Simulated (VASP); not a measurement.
# Cu (Fm-3m) in VASP: settings compared

The runs below take Cu through band structure, with r2SCAN+rVV10, BEEF-vdW, revPBE, BLYP, PW91.

All numbers are computed with VASP 6.6.1; they aren't measurements. Logs are shortened: lines on timing, memory, paths and dates and some standing lists are left out, and cuts for length are marked.

### Step 1. The crystal as given

Symmetry: Fm-3m, No. 225, cubic system. Conventional cell: a = 3.615 Å, b = 3.615 Å, c = 3.615 Å, α = 90.00°, β = 90.00°, γ = 90.00°. Around Cu (site symmetry m-3m) lie 12 Cu at 2.56 Å.

### Step 2. Band structure, r2SCAN+rVV10, spin-orbit coupling, no magnetisation

The input, INCAR:

```
SYSTEM = Cu
  PREC = Accurate
  ENCUT = 600
  EDIFF = 1E-7
  ISMEAR = 1
  SIGMA = 0.01
  LREAL = .FALSE.
  LASPH = .TRUE.
  NELM = 60
  ALGO = Fast
  ISIF = 2
  LWAVE = .FALSE.
  LCHARG = .FALSE.
  LNONCOLLINEAR = .TRUE.
  MAGMOM = 0 0 0
  LORBIT = 11
  LSORBIT = .TRUE.
  GGA_COMPAT = .FALSE.
  LMAXMIX = 4
  METAGGA = R2SCAN
  LMIXTAU = .TRUE.
  LUSE_VDW = .TRUE.
  IVDW_NL = 2
  BPARAM = 11.95
  CPARAM = 0.0093
```

The input, KPOINTS:

```
regular mesh
0
G
  10 10 10
  0 0 0
```

The input, POSCAR:

```
Cu
2.5562
    0.000000000000      0.707104295439      0.707104295439
    0.707104295439      0.000000000000      0.707104295439
    0.707104295439      0.707104295439      0.000000000000
Cu
1
Direct
    0.0000000000      0.0000000000      0.0000000000
```

The input, KPOINTS_OPT:

```
path GXWKGLUWLK,UX
20
line-mode
reciprocal
 0.0000000000  0.0000000000  0.0000000000  G
 0.5000000000  0.0000000000  0.5000000000  X

 0.5000000000  0.0000000000  0.5000000000  X
 0.5000000000  0.2500000000  0.7500000000  W

 0.5000000000  0.2500000000  0.7500000000  W
 0.3750000000  0.3750000000  0.7500000000  K

 0.3750000000  0.3750000000  0.7500000000  K
 0.0000000000  0.0000000000  0.0000000000  G

 0.0000000000  0.0000000000  0.0000000000  G
 0.5000000000  0.5000000000  0.5000000000  L

 0.5000000000  0.5000000000  0.5000000000  L
 0.6250000000  0.2500000000  0.6250000000  U

 0.6250000000  0.2500000000  0.6250000000  U
 0.5000000000  0.2500000000  0.7500000000  W

 0.5000000000  0.2500000000  0.7500000000  W
 0.5000000000  0.5000000000  0.5000000000  L

 0.5000000000  0.5000000000  0.5000000000  L
 0.3750000000  0.3750000000  0.7500000000  K

 0.6250000000  0.2500000000  0.6250000000  U
 0.5000000000  0.0000000000  0.5000000000  X
```

Potentials or basis: VASP PAW PBE potentials, release 64 (Cu_sv_GW).

The run is started by

```sh
$ cat potpaw_PBE.64/Cu_sv_GW/POTCAR > POTCAR
$ mpirun -np 1 vasp_ncl > vasp.out
```

OUTCAR:

```text
SYSTEM = Cu
   PREC = Accurate
   ENCUT = 600
   EDIFF = 1E-7
   ISMEAR = 1
   LREAL = .FALSE.
   LASPH = .TRUE.
   NELM = 60
   ISIF = 2
   LNONCOLLINEAR = .TRUE.
   LORBIT = 11
   LSORBIT = .TRUE.
   METAGGA = R2SCAN
   IVDW_NL = 2
   BPARAM = 11.95

 ion  position               nearest neighbor table
   1  0.000  0.000  0.000-

  LATTYP: Found a face centered cubic cell.
 ALAT       =     3.6150000000

  Lattice vectors:

 A1 = (   0.0000000000,   1.8075000000,   1.8075000000)
 A2 = (   1.8075000000,   0.0000000000,   1.8075000000)
 A3 = (   1.8075000000,   1.8075000000,   0.0000000000)

Analysis of symmetry for initial positions (statically):
=====================================================================
 Subroutine PRICEL returns:
 Original cell was already a primitive cell.

 Routine SETGRP: Setting up the symmetry group for a
 face centered cubic supercell.

 Subroutine GETGRP returns: Found 48 space group operations
 (whereof 48 operations were pure point group operations)
 out of a pool of 48 trial point group operations.

The static configuration has the point symmetry O_h .

Analysis of symmetry for dynamics (positions and initial velocities):
=====================================================================
 Subroutine PRICEL returns:
 Original cell was already a primitive cell.

 Routine SETGRP: Setting up the symmetry group for a
 face centered cubic supercell.

 Subroutine GETGRP returns: Found 48 space group operations
 (whereof 48 operations were pure point group operations)
 out of a pool of 48 trial point group operations.

The dynamic configuration has the point symmetry O_h .

Analysis of structural, dynamic, and magnetic symmetry:
=====================================================================
 Subroutine PRICEL returns:
 Original cell was already a primitive cell.

 Routine SETGRP: Setting up the symmetry group for a
 face centered cubic supercell.

 Subroutine GETGRP returns: Found 48 space group operations
 (whereof 48 operations were pure point group operations)
 out of a pool of 48 trial point group operations.

The overall configuration has the point symmetry O_h .

 Subroutine INISYM returns: Found 48 space group operations
 (whereof 48 operations are pure point group operations),
 and found     1 'primitive' translations

----------------------------------------------------------------------------------------

                                     Primitive cell

  volume of cell :      11.8104

  direct lattice vectors                    reciprocal lattice vectors
     0.000000000  1.807500000  1.807500000    -0.276625173  0.276625173  0.276625173
     1.807500000  0.000000000  1.807500000     0.276625173 -0.276625173  0.276625173
     1.807500000  1.807500000  0.000000000     0.276625173  0.276625173 -0.276625173

  length of vectors
     2.556191014  2.556191014  2.556191014     0.479128854  0.479128854  0.479128854

  position of ions in fractional coordinates (direct lattice)
     0.000000000  0.000000000  0.000000000

  ion indices of the primitive-cell ions
   primitive index   ion index
                 1           1

----------------------------------------------------------------------------------------

 KPOINTS: regular mesh

Automatic generation of k-mesh.
 Grid dimensions read from file:
 generate k-points for:   10   10   10

 Generating k-lattice:

[... 21 lines left out ...]
  0.300000  0.000000  0.000000      8.000000
  0.400000  0.000000  0.000000      8.000000
  0.500000  0.000000  0.000000      4.000000
[... 16 lines left out ...]
  0.300000  0.300000  0.000000      6.000000
  0.400000  0.300000  0.000000     24.000000
 [... further k-points ...]
   k-points           NKPTS =     47   k-points in BZ     NKDIM =     47   number of bands    NBANDS=     26
   number of dos      NEDOS =    301   number of ions     NIONS =      1
   total plane-waves  NPLWV =   8000
   dimension x,y,z NGX =    20 NGY =   20 NGZ =   20
   dimension x,y,z NGXF=    40 NGYF=   40 NGZF=   40
   ions per type =               1
   NGX,Y,Z   is equivalent  to a cutoff of  13.01, 13.01, 13.01 a.u.
   NGXF,Y,Z  is equivalent  to a cutoff of  26.01, 26.01, 26.01 a.u.
 SYSTEM =  Cu
   PREC   = accura    normal or accurate (medium, high low for compatibility)
   ISTART =      0    job   : 0-new  1-cont  2-samecut
   ICHARG =      2    charge: 1-file 2-atom 10-const
   ISPIN  =      1    spin polarized calculation?
   LNONCOLLINEAR =      T non collinear calculations
   LSORBIT =      T    spin-orbit coupling
   LASPH  =      T    aspherical Exc in radial PAW
   ENCUT  =  600.0 eV  44.10 Ry    6.64 a.u.   5.11  5.11  5.11*2*pi/ulx,y,z
   NELM   =     60;   NELMIN=  2; NELMDL= -5     # of ELM steps
   EDIFF  = 0.1E-06   stopping-criterion for ELM
   LREAL  =      F    real-space projection
   EDIFFG = 0.1E-05   stopping-criterion for IOM
   NSW    =      0    number of steps for IOM
   IBRION =     -1    ionic relax: 0-MD 1-quasi-New 2-CG
   NFREE  =      0    steps in history (QN), initial steepest desc. (CG)
   ISIF   =      2    stress and relaxation
   ISYM   =      2    0-nonsym 1-usesym 2-fastsym
   POTIM  = 0.5000    time-step for ionic-motion
   TEBEG  =    0.0;   TEEND  =   0.0 temperature during run
   PSTRESS=    0.0 pullay stress
   NELECT =      19.0000    total number of electrons
   NUPDOWN=      -1.0000    fix difference up-down
   EMIN   =  10.00;   EMAX   =-10.00  energy-range for DOS
   EFERMI =   0.00;   METHOD = LEGACY
   ISMEAR =     1;   SIGMA  =   0.01  broadening in eV -4-tet -1-fermi 0-gaus
   EFERMI_NEDOS =   21; number of points for ismear=-14 and -15
   IALGO  =     68    algorithm
   IMIX   =      4    mixing-type and parameters
     AMIX     =   0.40;   BMIX     =  1.00
     AMIX_MAG =   1.60;   BMIX_MAG =  1.00
  volume/ion in A,a.u.               =      11.81        79.70
  Fermi-wavevector in a.u.,A,eV,Ry     =   1.918246  3.624960 50.064940  3.679669
  Thomas-Fermi vector in A             =   2.953290
   LORBIT       =     11    0 simple, 1 ext, 2 COOP (PROOUT), +10 PAW based schemes
   METAGGA = R2SCAN    functional components
   LHFCALC =     F    Hartree Fock is set to
   AEXX    =    0.0000 exact exchange contribution
   IVDW_NL    =     2    kernel type
   BPARAM     =11.9500
   IVDW    =     0    specifies the selected vdW correction
   LEPSILON=     F    determine dielectric tensor
   LRPA    =     F    only Hartree local field effects (RPA)
 RMM-DIIS sequential band-by-band and
 Methfessel and Paxton  Order N= 1 SIGMA  =   0.01
  energy-cutoff  :      600.00
  volume of cell :       11.81
 maximum number of plane-waves:       822
   NGX = 11   NGY = 11   NGZ = 11

 number of electron      18.9999987 magnetization      -0.0000000      0.0000000      0.0000000

 number of electron      18.9999987 magnetization      -0.0000000      0.0000000     -0.0000000

 number of electron      18.9999987 magnetization       0.0000000      0.0000000      0.0000000

 Free energy of the ion-electron system (eV)
  ---------------------------------------------------
  ext. energy  EPLUGINS =         0.00000000
  ---------------------------------------------------
  free energy    TOTEN  =       -10.33405836 eV

  energy without entropy =      -10.33400319  energy(sigma->0) =      -10.33403997

 E-fermi :   7.2021     XC(G=0): -14.4927

 val. band max:        7.1579140280   @ k =   0.5000   0.2000   0.1000
 cond. band min:       7.2046435006   @ k =   0.5000   0.1000   0.0000
 fundamental gap:      0.0467294726
 Fermi energy:         7.2020919523

 k-point     1 :       0.0000    0.0000    0.0000
  band No.  band energies     occupation
      1    -109.0389      1.00000
      2    -109.0389      1.00000
      3     -66.5628      1.00000
      4     -66.5628      1.00000
      5     -63.9857      1.00000
      6     -63.9857      1.00000
[... 685 lines left out ...]
     25      22.9715      0.00000
     26      26.8571      0.00000

 [... further k-points ...]

------------------------ aborting loop because EDIFF is reached ----------------------------------------

  FORCE on cell =-STRESS in cart. coord.  units (eV):
  Direction    XX          YY          ZZ          XY          YZ          ZX
  --------------------------------------------------------------------------------------
  -------------------------------------------------------------------------------------
  Total       -0.8510039     -0.8510039     -0.8510039      0.0000000      0.0000000     -0.0000000
  in kB     -115.4455562   -115.4455562   -115.4455562      0.0000000      0.0000000     -0.0000000
  external PRESSURE =    -115.4455562 kB  Pullay stress =       0.0000000 kB

 VOLUME and BASIS-vectors are now :
 -----------------------------------------------------------------------------
  energy-cutoff  :      600.00
  volume of cell :       11.81
      direct lattice vectors                 reciprocal lattice vectors
     0.000000000  1.807500000  1.807500000    -0.276625173  0.276625173  0.276625173
     1.807500000  0.000000000  1.807500000     0.276625173 -0.276625173  0.276625173
     1.807500000  1.807500000  0.000000000     0.276625173  0.276625173 -0.276625173

 POSITION                                       TOTAL-FORCE (eV/Angst)
 -----------------------------------------------------------------------------------
      0.00000      0.00000      0.00000         0.000000     -0.000000     -0.000000
 -----------------------------------------------------------------------------------
    total drift:                                0.000000      0.000000      0.000000

  FREE ENERGIE OF THE ION-ELECTRON SYSTEM (eV)
  ---------------------------------------------------
  free  energy   TOTEN  =       -10.3340583606 eV

  energy  without entropy=      -10.3340031850  energy(sigma->0) =      -10.33403997

 Spin-Orbit-Coupling matrix elements

 Ion:    1  E_soc:     -0.1263571
 l=   1
     0.0000000    -0.0186714    -0.0186714
    -0.0186714     0.0000000    -0.0186714
    -0.0186714    -0.0186714     0.0000000
 l=   2
     0.0000000    -0.0004868     0.0000000    -0.0004868    -0.0019013
    -0.0004868     0.0000000    -0.0014260    -0.0004868    -0.0004753
     0.0000000    -0.0014260     0.0000000    -0.0014260     0.0000000
    -0.0004868    -0.0004868    -0.0014260     0.0000000    -0.0004753
    -0.0019013    -0.0004753     0.0000000    -0.0004753     0.0000000
 l=   3
     0.0000000    -0.0000000     0.0000000     0.0000000     0.0000000    -0.0000000    -0.0000000
    -0.0000000     0.0000000    -0.0000000     0.0000000    -0.0000000    -0.0000000    -0.0000000
     0.0000000    -0.0000000     0.0000000    -0.0000000    -0.0000000    -0.0000000     0.0000000
     0.0000000     0.0000000    -0.0000000     0.0000000    -0.0000000     0.0000000     0.0000000
     0.0000000    -0.0000000    -0.0000000    -0.0000000     0.0000000    -0.0000000     0.0000000
    -0.0000000    -0.0000000    -0.0000000     0.0000000    -0.0000000     0.0000000    -0.0000000
    -0.0000000    -0.0000000     0.0000000     0.0000000     0.0000000    -0.0000000     0.0000000

 total charge

# of ion       s       p       d       f       tot
--------------------------------------------------
    1        2.285   6.401   8.930   0.003  17.620

 magnetization (x)

# of ion       s       p       d       f       tot
--------------------------------------------------
    1        0.000  -0.000   0.000  -0.000  -0.000

 magnetization (y)

# of ion       s       p       d       f       tot
--------------------------------------------------
    1       -0.000   0.000   0.000  -0.000   0.000

 magnetization (z)

# of ion       s       p       d       f       tot
--------------------------------------------------
    1        0.000   0.000   0.000   0.000   0.000
```

It took 20 min on 1 thread of Intel Xeon Platinum 8259CL at 2.50GHz (Skylake/Cascade Lake), shared host; peak memory 0.28 GiB.

Results:

```
Free energy                                           : -10.3341 eV
Pressure                                              : -11.5 GPa
Valence electrons inside the program's atomic spheres : Cu 17.62
```

Caveat: the PAW data sets were made with another functional, which shifts forces and pressure a little.

### Step 3. Band structure, BEEF-vdW

The input, run.py:

```python
from ase.calculators.vasp import Vasp
from ase.dft.bandgap import bandgap
from ase.io import read

atoms = read('POSCAR')
calc = Vasp(
    directory='calc',
    xc='beef-vdw',
    pp='PBE',
    setups='recommended',
    prec='Accurate',
    encut=520,
    ediff=1e-08,
    ismear=0,
    sigma=0.05,
    lreal=False,
    lasph=True,
    nelm=60,
    algo='Normal',
    isif=2,
    lwave=False,
    lcharg=True,
    lmaxmix=4,
    kpts=[13, 13, 13],
    gamma=True,
    nbands=18,
)
atoms.calc = calc

print('energy (eV):', atoms.get_potential_energy())
print('free energy (eV):', atoms.get_potential_energy(force_consistent=True))
efermi = calc.get_fermi_level()
print('Fermi level (eV):', efermi)
path = atoms.cell.bandpath(npoints=60, eps=1e-4)
print('path:', path.path)
calc.set(kpts=path.kpts, reciprocal=True, icharg=11, isym=0, lcharg=False)
calc.calculate(atoms)
print('gap on the path (eV):', bandgap(calc, efermi=efermi)[0])
print('direct gap on the path (eV):', bandgap(calc, efermi=efermi, direct=True)[0])
```

The input, POSCAR:

```
Cu
1.0
    0.0000000000      1.8075000000      1.8075000000
    1.8075000000      0.0000000000      1.8075000000
    1.8075000000      1.8075000000      0.0000000000
Cu
1
Direct
    0.0000000000      0.0000000000      0.0000000000
```

Potentials or basis: VASP PAW PBE potentials, release 64 (Cu).

The run is started by

```sh
$ python run.py
```

Run time: 44 s. Hardware: 1 thread of Intel Xeon Platinum 8259CL at 2.50GHz (Skylake/Cascade Lake), shared host; peak memory 0.23 GiB.

Results (log left out):

| Property | Result |
| --- | --- |
| Band gap along the path | none (metal or under the smearing width) |

Levels at the corners of the path, in eV from the Fermi level:
```
point  band 2  band 3  band 4  band 5  band 6  band 7  band 8  band 9
    Γ   -3.31   -3.31   -3.31   -2.51   -2.51   22.51   25.12   25.12
    X   -4.67   -1.97   -1.81   -1.81    1.40    6.91   12.98   12.98
    W   -3.79   -3.79   -2.55   -1.80    6.06    6.06    8.13    8.65
    K   -4.31   -3.03   -2.38   -2.00    4.18    5.57    7.66   15.05
    Γ   -3.31   -3.31   -3.31   -2.51   -2.51   22.51   25.12   25.12
    L   -3.34   -3.34   -1.95   -1.95   -1.10    3.54   20.99   21.95
    U   -4.31   -3.03   -2.38   -2.00    4.18    5.57    7.66   15.05
    W   -3.79   -3.79   -2.55   -1.80    6.06    6.06    8.13    8.65
    L   -3.34   -3.34   -1.95   -1.95   -1.10    3.54   20.99   21.95
    K   -4.31   -3.03   -2.38   -2.00    4.18    5.57    7.66   15.05
    U   -4.31   -3.03   -2.38   -2.00    4.18    5.57    7.66   15.05
    X   -4.67   -1.97   -1.81   -1.81    1.40    6.91   12.98   12.98
```

Caveat: the log is that of the step along the path at fixed density, whose energy, stress, charges and moments have no meaning; the PAW data sets were made with another functional, which shifts forces and pressure a little.

[end of part 1 of 3]
